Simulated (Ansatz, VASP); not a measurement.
Two plane-wave programs on Ti

```
CELL_PARAMETERS angstrom
0.00000 2.09553 2.09553
2.09553 0.00000 2.09553
2.09553 2.09553 0.00000
ATOMIC_POSITIONS crystal
Ti 0.00000 0.00000 0.00000
```

This isn't the form of Ti at room conditions, which is hcp.

Alike in both runs: task single point; functional r2SCAN; k mesh 12 × 12 × 12; occupations fermi-dirac, width 0.15 eV; no spin polarisation.

```csv
,VASP,Ansatz
version,VASP 6.6.1,Ansatz 0.2.0
potentials or method,"VASP PAW PBE potentials, release 64 (Ti_sv)","plane waves, PAW"
plane-wave cutoff (eV),520,600
valence electrons in the cell,12,12
```

VASP gave:

```
pressure (GPa) : -5.1
```

Question: Which values does Ansatz return?

Answer: Pressure (GPa): -5.4.

With one functional, cell and mesh, what is left measures potentials, basis and numerics.

Caveats: the PAW data sets were made with another functional, which shifts forces and pressure a little (VASP).
